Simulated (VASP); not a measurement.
# MoS2 in VASP: further runs, part 2 of 2

VASP 6.6.1.

## Step 4: Dielectric tensor, PBE

The input, INCAR:

```
SYSTEM = MoS2
ALGO = Fast ; EDIFF = 1E-8
ENCUT = 520 ; GGA = PE
ISIF = 2 ; ISMEAR = 0
LASPH = .True. ; LCHARG = .False.
LEPSILON = .True. ; LREAL = .False.
LWAVE = .False. ; NELM = 100
PREC = Accurate ; SIGMA = 0.02
```

The input, KPOINTS:

```
k-points
0
Gamma
  10 10 2
  0 0 0
```

The input, POSCAR:

```
MoS2
1.0
    3.1845414560      0.0000000000      0.0000000000
   -1.5922707280      2.7578938003      0.0000000000
    0.0000000000      0.0000000000     21.6705347200
Mo S
2 4
Direct
    0.3333333333      0.6666666667      0.8511602300
    0.6666666667      0.3333333333      0.1488397700
    0.6666666667      0.3333333333      0.7796253900
    0.3333333333      0.6666666667      0.0772510000
    0.6666666667      0.3333333333      0.9227490000
    0.3333333333      0.6666666667      0.2203746100
```

Potentials or basis: VASP PAW PBE potentials, release 64 (Mo_sv, S).

Run with:

```console
$ cat potpaw_PBE.64/Mo_sv/POTCAR potpaw_PBE.64/S/POTCAR > POTCAR
$ mpirun -np 1 vasp_std > vasp.out
```

OUTCAR:

```text
SYSTEM = MoS2
   EDIFF = 1E-8
   ENCUT = 520
   GGA = PE
   ISIF = 2
   ISMEAR = 0
   LASPH = .True.
   LEPSILON = .True.
   LREAL = .False.
   NELM = 100
   PREC = Accurate

 ion  position               nearest neighbor table
   1  0.333  0.667  0.851-   3 2.40   3 2.40   3 2.40   5 2.41   5 2.41   5 2.41
   2  0.667  0.333  0.149-   6 2.40   6 2.40   6 2.40   4 2.41   4 2.41   4 2.41
   3  0.667  0.333  0.780-   1 2.40   1 2.40   1 2.40
   4  0.333  0.667  0.077-   2 2.41   2 2.41   2 2.41
   5  0.667  0.333  0.923-   1 2.41   1 2.41   1 2.41
   6  0.333  0.667  0.220-   2 2.40   2 2.40   2 2.40

  LATTYP: Found a hexagonal cell.
 ALAT       =     3.1845414560
 C/A-ratio  =     6.8049152506

  Lattice vectors:

[... 1092 lines left out ...]

 PIEZOELECTRIC TENSOR (including local field effects)  for field in x, y, z        (e  Angst)
          XX          YY          ZZ          XY          YZ          ZX
  --------------------------------------------------------------------------------
  x     0.00000     0.00000     0.00000     0.00000     0.00000     0.00000
  y     0.00000     0.00000     0.00000     0.00000     0.00000     0.00000
  z     0.00000     0.00000     0.00000     0.00000     0.00000     0.00000

 PIEZOELECTRIC TENSOR (including local field effects)  for field in x, y, z        (C/m^2)
          XX          YY          ZZ          XY          YZ          ZX
  --------------------------------------------------------------------------------
  x     0.00000     0.00000     0.00000     0.00000     0.00000     0.00000
  y     0.00000     0.00000     0.00000     0.00000     0.00000     0.00000
  z     0.00000     0.00000     0.00000     0.00000     0.00000     0.00000

 BORN EFFECTIVE CHARGES (including local field effects) (in |e|, cummulative output)
 ---------------------------------------------------------------------------------
 ion    1
    1    -0.97598     0.00000     0.00000
    2     0.00000    -0.97598     0.00000
    3     0.00000    -0.00000    -0.31810
 ion    2
    1    -0.97598     0.00000     0.00000
    2     0.00000    -0.97598     0.00000
    3     0.00000     0.00000    -0.31810
 ion    3
    1     0.49336     0.00000    -0.00000
    2     0.00000     0.49336     0.00000
    3    -0.00000     0.00000     0.24508
 ion    4
    1     0.48262     0.00000     0.00000
    2     0.00000     0.48262    -0.00000
    3     0.00000     0.00000     0.07301
 ion    5
    1     0.48262     0.00000     0.00000
    2     0.00000     0.48262    -0.00000
    3     0.00000    -0.00000     0.07301
 ion    6
    1     0.49336     0.00000     0.00000
    2     0.00000     0.49336     0.00000
    3     0.00000     0.00000     0.24508
```

Wall time 20 min (1 thread of Intel Xeon 6975P-C (Granite Rapids), shared host); peak memory 0.93 GiB.

What came out:

```
Band gap on the k mesh                  : 1.40 eV, indirect (least direct gap 1.89 eV)
Electronic dielectric tensor (diagonal) : 9.02, 9.02, 1.90
Born charges (mean of the diagonal)     : Mo -0.76; S +0.41, +0.35 e
```

Electronic dielectric tensor:
```
9.02 0.00 0.00
0.00 9.02 0.00
0.00 0.00 1.90
```

Born effective charge tensors (e):
atom 1, Mo
```
-0.98  0.00  0.00
 0.00 -0.98  0.00
 0.00  0.00 -0.32
```
atom 2, Mo
```
-0.98  0.00  0.00
 0.00 -0.98  0.00
 0.00  0.00 -0.32
```
atom 3, S
```
0.49 0.00 0.00
0.00 0.49 0.00
0.00 0.00 0.25
```
atom 4, S
```
0.48 0.00 0.00
0.00 0.48 0.00
0.00 0.00 0.07
```
atom 5, S
```
0.48 0.00 0.00
0.00 0.48 0.00
0.00 0.00 0.07
```
atom 6, S
```
0.49 0.00 0.00
0.00 0.49 0.00
0.00 0.00 0.25
```

## Step 5: Optical spectrum, PBE

The input, INCAR:

```
SYSTEM = MoS2
PREC     = Accurate       ! precision mode
ENCUT    = 520            ! plane-wave cutoff, eV
EDIFF    = 1E-7           ! SCF threshold, eV
ISMEAR   = 0              ! smearing method
SIGMA    = 0.02           ! smearing width, eV
LREAL    = .FALSE.        ! projectors in reciprocal space
LASPH    = .TRUE.         ! aspherical terms in the spheres
NELM     = 100            ! most SCF steps
ALGO     = Fast           ! electronic algorithm
ISIF     = 2              ! what is computed and relaxed
LWAVE    = .FALSE.        ! write WAVECAR
LCHARG   = .FALSE.        ! write CHGCAR
GGA      = PE             ! functional
LOPTICS  = .TRUE.         ! frequency-dependent dielectric function
NBANDS   = 74             ! bands
NEDOS    = 1000           ! points of the DOS
CSHIFT   = 0.1
```

The input, KPOINTS:

```
regular mesh
0
G
  10 10 2
  0 0 0
```

POSCAR is that of step 4.

Potentials or basis: VASP PAW PBE potentials, release 64 (Mo_sv, S).

Run with:

```console
$ cat potpaw_PBE.64/Mo_sv/POTCAR potpaw_PBE.64/S/POTCAR > POTCAR
$ mpirun -np 1 vasp_std > vasp.out
```

OUTCAR:

```text
SYSTEM = MoS2
   PREC = Accurate
   ENCUT = 520
   EDIFF = 1E-7
   ISMEAR = 0
   LREAL = .FALSE.
   LASPH = .TRUE.
   NELM = 100
   ISIF = 2
   GGA = PE

 ion  position               nearest neighbor table
   1  0.333  0.667  0.851-   3 2.40   3 2.40   3 2.40   5 2.41   5 2.41   5 2.41
   2  0.667  0.333  0.149-   6 2.40   6 2.40   6 2.40   4 2.41   4 2.41   4 2.41
   3  0.667  0.333  0.780-   1 2.40   1 2.40   1 2.40
   4  0.333  0.667  0.077-   2 2.41   2 2.41   2 2.41
   5  0.667  0.333  0.923-   1 2.41   1 2.41   1 2.41
   6  0.333  0.667  0.220-   2 2.40   2 2.40   2 2.40

  LATTYP: Found a hexagonal cell.
 ALAT       =     3.1845414560
 C/A-ratio  =     6.8049152506

  Lattice vectors:

 A1 = (   3.1845414560,   0.0000000000,   0.0000000000)
 A2 = (  -1.5922707280,   2.7578938003,   0.0000000000)
 A3 = (   0.0000000000,   0.0000000000,  21.6705347200)

Analysis of symmetry for initial positions (statically):
=====================================================================
 Subroutine PRICEL returns:
 Original cell was already a primitive cell.

 Routine SETGRP: Setting up the symmetry group for a
[... 1197 lines left out ...]
      1.59227      0.91930     16.89490         0.000000     -0.000000     -0.221265
     -0.00000      1.83860      1.67407         0.000000     -0.000000     -0.161284
      1.59227      0.91930     19.99646        -0.000000      0.000000      0.161284
     -0.00000      1.83860      4.77564         0.000000      0.000000      0.221265
 -----------------------------------------------------------------------------------
    total drift:                                0.000000     -0.000000      0.000000

  FREE ENERGIE OF THE ION-ELECTRON SYSTEM (eV)
  ---------------------------------------------------
  free  energy   TOTEN  =       -43.6894301712 eV

  energy  without entropy=      -43.6894301712  energy(sigma->0) =      -43.68943017

 electrical conductivity sigma (Mega S m-1) (frequency dependency in vasprun.xml)
  --------------------------------------------------------------------------------------
       0.000       0.000       0.000
       0.000       0.000       0.000
       0.000      -0.000       0.000

  frequency dependent IMAGINARY DIELECTRIC FUNCTION (independent particle, no local field effects) density-density
     E(ev)      X         Y         Z        XY        YZ        ZX
  --------------------------------------------------------------------------------------------------------------
     0.00000     0.00000     0.00000     0.00000     0.00000     0.00000     0.00000
     1.00257     0.00000     0.00000     0.00000    -0.00000     0.00000     0.00000
     2.00515     4.10057     4.10057     0.00210    -0.00000     0.00000     0.00000
     3.00772    17.87834    17.87834     0.68439    -0.00000    -0.00000     0.00000
     4.01030    10.16948    10.16948     2.14682    -0.00000    -0.00000     0.00000
     5.01287     9.11330     9.11330     9.91066     0.00000     0.00000     0.00000
[... 92 lines left out ...]
    98.25234     0.00000     0.00000     0.00000    -0.00000     0.00000     0.00000
    99.25491     0.00000     0.00000     0.00000    -0.00000     0.00000     0.00000

  frequency dependent      REAL DIELECTRIC FUNCTION (independent particle, no local field effects) density-density
     E(ev)        X           Y           Z          XY          YZ          ZX
  --------------------------------------------------------------------------------------------------------------
     0.00000     9.43988     9.43988     5.31663    -0.00000    -0.00000     0.00000
     1.00257    10.43019    10.43019     5.46830    -0.00000    -0.00000     0.00000
     2.00515    11.46003    11.46003     6.08769    -0.00000    -0.00000     0.00000
     3.00772     2.01504     2.01504     7.09151     0.00000     0.00000    -0.00000
     4.01030     1.85731     1.85731     7.31321     0.00000    -0.00000    -0.00000
     5.01287    -1.50435    -1.50435     8.01069    -0.00000    -0.00000    -0.00000
[... 92 lines left out ...]
    98.25234     0.96877     0.96877     0.96853    -0.00000     0.00000    -0.00000
    99.25491     0.96943     0.96943     0.96920    -0.00000     0.00000    -0.00000

  frequency dependent IMAGINARY DIELECTRIC FUNCTION (independent particle, no local field effects) current-current
     E(ev)      X         Y         Z        XY        YZ        ZX
  --------------------------------------------------------------------------------------------------------------
     0.00000     0.00000     0.00000     0.00000     0.00000     0.00000     0.00000
     1.00257     0.00000     0.00000     0.00000     0.00000     0.00000     0.00000
     2.00515     3.90352     3.90352     0.00200     0.00000     0.00000     0.00000
     3.00772    18.03521    18.03521     0.68206    -0.00000     0.00000     0.00000
     4.01030    10.25027    10.25027     2.16712    -0.00000    -0.00000    -0.00000
     5.01287     9.04495     9.04495     9.89769     0.00000     0.00000    -0.00000
[... 92 lines left out ...]
    98.25234     0.00000     0.00000     0.00000     0.00000     0.00000     0.00000
    99.25491     0.00000     0.00000     0.00000     0.00000     0.00000     0.00000

  frequency dependent      REAL DIELECTRIC FUNCTION (independent particle, no local field effects) current-current
     E(ev)        X           Y           Z          XY          YZ          ZX
  --------------------------------------------------------------------------------------------------------------
     0.00000     9.41397     9.41397     5.31136    -0.00000     0.00000     0.00000
     1.00257    10.38213    10.38213     5.46076    -0.00000     0.00000     0.00000
     2.00515    10.88235    10.88235     6.07410    -0.00000     0.00000     0.00000
     3.00772     1.04688     1.04688     6.98804     0.00000    -0.00000    -0.00000
     4.01030     1.38649     1.38649     7.20514    -0.00000     0.00000     0.00000
     5.01287    -1.76902    -1.76902     7.66991     0.00000    -0.00000    -0.00000
[... 92 lines left out ...]
    98.25234     0.96877     0.96877     0.96853    -0.00000     0.00000    -0.00000
    99.25491     0.96943     0.96943     0.96920    -0.00000     0.00000    -0.00000
```

Run time: 4.2 min. Hardware: 1 thread of Intel Xeon 6975P-C (Granite Rapids), shared host; peak memory 0.72 GiB.

What came out:

```yaml
Free_energy: -43.6894 eV
Largest_force: 0.221 eV/Å
Band_gap_on_the_k_mesh: 1.40 eV, indirect (least direct gap 1.89 eV)
```

Forces in eV/Å, atoms in the order of the input:
```
Mo   0.000  0.000  0.001
Mo   0.000  0.000 -0.001
S    0.000  0.000 -0.221
S    0.000  0.000 -0.161
S    0.000  0.000  0.161
S    0.000  0.000  0.221
```

Dielectric function (mean over the directions given):
```csv
energy (eV),real part,imaginary part
0.30,8.12,0.00
0.80,8.49,0.00
1.30,9.45,0.00
1.80,12.47,0.01
2.31,11.66,8.04
2.81,7.68,19.98
3.31,2.87,5.71
3.81,4.76,7.77
4.31,4.15,11.03
4.81,3.59,11.36
5.31,2.03,7.26
5.81,-0.60,6.23
6.32,-1.60,3.79
6.82,-0.41,2.74
7.32,0.03,2.09
7.82,0.06,2.46
8.32,0.38,2.65
8.82,0.90,2.20
9.32,1.44,3.08
9.83,0.80,2.85
10.33,0.45,4.20
10.83,-0.52,2.11
11.33,0.26,3.11
11.83,-0.52,1.57
12.33,-0.61,2.05
12.83,-0.54,1.26
13.33,-0.37,1.73
13.84,-0.53,1.67
14.34,-0.59,1.15
14.84,-0.59,0.91
15.34,-0.51,0.89
15.84,-0.44,0.74
16.34,-0.34,0.50
16.84,-0.25,0.51
17.34,-0.15,0.32
17.85,-0.10,0.40
18.35,-0.03,0.37
18.85,0.01,0.23
19.35,0.12,0.22
19.95,0.16,0.15
```

Caveat: spectra need much finer meshes, so this one isn't converged; independent-particle spectra lack excitons. A hybrid or GW would open this gap; PBE tends to underestimate it.

## Step 6: Density of states, PBE

POSCAR is that of step 5.

The input, INCAR.step1:

```
SYSTEM = MoS2
PREC = Accurate ; ENCUT = 520
EDIFF = 1E-6 ; ISMEAR = 0
SIGMA = 0.02 ; LREAL = .False.
LASPH = .True. ; NELM = 100
ALGO = Normal ; ISIF = 2
LWAVE = .False. ; LCHARG = .True.
LMAXMIX = 4 ; GGA = PE
```

The input, KPOINTS.step1:

```
regular mesh
0
Gamma
  10 10 2
  0 0 0
```

The input, INCAR.step2:

```
SYSTEM = MoS2
PREC = Accurate ; ENCUT = 520
EDIFF = 1E-6 ; ISMEAR = -5
SIGMA = 0.02 ; LREAL = .False.
LASPH = .True. ; NELM = 100
ALGO = Normal ; ISIF = 2
LWAVE = .False. ; LCHARG = .False.
LMAXMIX = 4 ; GGA = PE
LORBIT = 11 ; NEDOS = 2001
ICHARG = 11
```

The input, KPOINTS.step2:

```
regular mesh
0
Gamma
  15 15 3
  0 0 0
```

Potentials or basis: VASP PAW PBE potentials, release 64 (Mo_sv, S).

Run with:

```console
$ cat potpaw_PBE.64/Mo_sv/POTCAR potpaw_PBE.64/S/POTCAR > POTCAR
$ cp INCAR.step1 INCAR
$ cp KPOINTS.step1 KPOINTS
$ mpirun -np 1 vasp_std > vasp.out
$ cp INCAR.step2 INCAR
$ cp KPOINTS.step2 KPOINTS
$ mpirun -np 1 vasp_std > vasp.out
```

Run time: 3.5 min. Hardware: 1 thread of Intel Xeon 6975P-C (Granite Rapids), shared host; peak memory 0.5 GiB.

Results (log left out):

* Valence electrons inside the program's atomic spheres: Mo 12.45; S 3.71

Levels at points of the mesh, in eV from the valence-band top:
| k point | band 24 | band 25 | band 26 | band 27 | band 28 | band 29 |
| --- | --- | --- | --- | --- | --- | --- |
| (0.00, 0.00, 0.00) | -1.71 | -0.48 | 0.00 | 2.39 | 2.40 | 2.40 |

States per cell in windows of 1 eV (zero at the valence-band top; states under -8 eV left out):
| from (eV) | total | Mo1_d | Mo2_d | S3_p | S6_p | S4_p | S5_p |
| --- | --- | --- | --- | --- | --- | --- | --- |
| -8.0 | 0.00 | 0.00 | 0.00 | 0.00 | 0.00 | 0.00 | 0.00 |
| -7.0 | 0.36 | 0.02 | 0.02 | 0.03 | 0.03 | 0.03 | 0.03 |
| -6.0 | 5.25 | 0.55 | 0.55 | 0.41 | 0.41 | 0.41 | 0.41 |
| -5.0 | 4.73 | 0.46 | 0.46 | 0.39 | 0.39 | 0.38 | 0.38 |
| -4.0 | 5.47 | 0.82 | 0.82 | 0.48 | 0.48 | 0.47 | 0.47 |
| -3.0 | 5.20 | 0.70 | 0.70 | 0.49 | 0.49 | 0.49 | 0.49 |
| -2.0 | 5.09 | 0.68 | 0.68 | 0.47 | 0.47 | 0.46 | 0.46 |
| -1.0 | 2.24 | 0.62 | 0.62 | 0.09 | 0.09 | 0.10 | 0.10 |
| 0.0 | 0.00 | 0.00 | 0.00 | 0.00 | 0.00 | 0.00 | 0.00 |
| 1.0 | 3.63 | 1.14 | 1.14 | 0.12 | 0.12 | 0.13 | 0.13 |
| 2.0 | 5.81 | 1.67 | 1.67 | 0.26 | 0.26 | 0.23 | 0.23 |
| 3.0 | 0.56 | 0.14 | 0.14 | 0.02 | 0.02 | 0.02 | 0.02 |
| 4.0 | 0.00 | 0.00 | 0.00 | 0.00 | 0.00 | 0.00 | 0.00 |
| 5.0 | 0.00 | 0.00 | 0.00 | 0.00 | 0.00 | 0.00 | 0.00 |

## Step 7: The reference run

An earlier run on the cell as given: functional PBE; potentials or basis VASP PAW PBE potentials, release 64 (Mo_sv, S); cutoff 520 eV; k mesh 10 × 10 × 2; occupations fermi-dirac, width 0.05 eV; no spin polarisation.

* Largest force: 0.221 eV/Å
* Band gap on the k mesh: 1.40 eV, indirect (least direct gap 1.89 eV)

## Step 8: Summary

| task | level | potentials or basis | smearing | ladder | k mesh for the DOS | occupations for the DOS | gap on the mesh (eV) | largest force (eV/Å) |
| --- | --- | --- | --- | --- | --- | --- | --- | --- |
| band structure | LDA | VASP PAW LDA potentials, release 64 (Mo_sv, S) | gaussian 0.02 eV | gaps | - | - | 1.37 | 0.36 |
| band structure | PBEsol | VASP PAW PBE potentials, release 64 (Mo_sv, S) | gaussian 0.02 eV | gaps | - | - | 1.39 | 0.13 |
| dielectric tensor | PBE | VASP PAW PBE potentials, release 64 (Mo_sv, S) | gaussian 0.02 eV | - | - | - | 1.40 | - |
| optical spectrum | PBE | VASP PAW PBE potentials, release 64 (Mo_sv, S) | gaussian 0.02 eV | - | - | - | 1.40 | 0.22 |
| density of states | PBE | VASP PAW PBE potentials, release 64 (Mo_sv, S) | gaussian 0.02 eV | - | 15 × 15 × 3 | tetrahedron | - | - |
| single point | PBE | VASP PAW PBE potentials, release 64 (Mo_sv, S) | fermi-dirac 0.05 eV | - | - | - | 1.40 | 0.22 |

Alike in all rows: no spin polarisation; cell as given; k mesh 10 × 10 × 2; cutoff (eV) 520.

Caveats: the PAW data sets were made with another functional, which shifts forces and pressure a little (some runs); spectra need much finer meshes, so this one isn't converged (some runs); independent-particle spectra lack excitons (some runs).

Total energies depend on the potentials used, so only differences within one code and one set of settings carry meaning.
